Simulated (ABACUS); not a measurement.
Set up this calculation in ABACUS 3.10.1, as the native input.

```yaml
Task: single point
Functional: HSE-type (share 0.25, screening 0.11/bohr)
Potentials_or_basis: SG15 ONCV 1.2 PBE
Cutoff: 1361 eV
Density_cutoff: 5442 eV
Basis: DZP LCAO (the cutoffs set its grid)
k_mesh: 6 × 6 × 6
Occupations: fermi-dirac, width 0.05 eV
Spin: no spin polarisation
Radial_cutoff_of_the_potentials_pseudo_rcut: 7 bohr
Orbital_files: C C_confined-atom_6au_2s2p1d.orb
SCF_threshold_on_the_density: 1e-07
Max_SCF_steps: 100
Eigensolver: genelpa
Mixing: broyden
Mixing_share: 0.7
Symmetry_key: 1
Bands: 8
Share_of_exact_exchange: 0.25
Screening_of_the_exchange: 0.11 1/bohr
Threshold_of_the_auxiliary_basis: 0.001
```

The system is C.

```
C
1.0
     0.00000    1.78337    1.78337
     1.78337    0.00000    1.78337
     1.78337    1.78337    0.00000
C
2
Cartesian
  2.6751 2.6751 2.6751
  1.7834 1.7834 1.7834
```

This isn't the form of C at room conditions, which is graphite.

The input as run:

INPUT

```
INPUT_PARAMETERS
suffix              C
calculation         scf
basis_type          lcao
pseudo_dir          ./
orbital_dir         ./
symmetry            1
dft_functional      hse
ecutwfc             100
pseudo_rcut         7
nspin               1
nbands              8
ks_solver           genelpa
smearing_method     fd
smearing_sigma      0.00367493
scf_thr             1e-07
scf_nmax            100
mixing_type         broyden
mixing_beta         0.7
exx_hybrid_alpha    0.25
exx_hse_omega       0.11
exx_separate_loop   1
scf_ene_thr         1e-05
exx_pca_threshold   0.001
out_mul             1
```

STRU

```
ATOMIC_SPECIES
C 12.0110 C_ONCV_PBE-1.2.upf

NUMERICAL_ORBITAL
C_confined-atom_6au_2s2p1d.orb

LATTICE_CONSTANT
1.8897261246

LATTICE_VECTORS
0.0000000000 1.7833700000 1.7833700000
1.7833700000 0.0000000000 1.7833700000
1.7833700000 1.7833700000 0.0000000000

ATOMIC_POSITIONS
Direct

C
0.0
2
0.7500000000 0.7500000000 0.7500000000 1 1 1
0.5000000000 0.5000000000 0.5000000000 1 1 1
```

KPT

```
K_POINTS
0
Gamma
6 6 6 0 0 0
```

Potentials or basis: SG15 ONCV 1.2 PBE, DZP LCAO (the cutoffs set its grid).

Command:

```console
$ OMP_NUM_THREADS=8 abacus > log
```

Results of the run:

```json
{
  "Band gap on the k mesh": "5.40 eV, indirect (least direct gap 6.97 eV)"
}
```

Caveat: the k mesh is coarse (spacing up to 0.51 Å⁻¹), so the values aren't converged, least of all with exact exchange; the atomic orbitals were generated for these runs and aren't a published set; gaps of hybrids in this basis differ from plane-wave ones by up to 0.1 eV; the basis of atomic orbitals isn't converged, which shifts pressures, moduli and gaps.

Wall time 44 s on 8 threads of Intel(R) Xeon(R) 6975P-C (Granite Rapids) (shared host), peak memory 1.9 GiB.
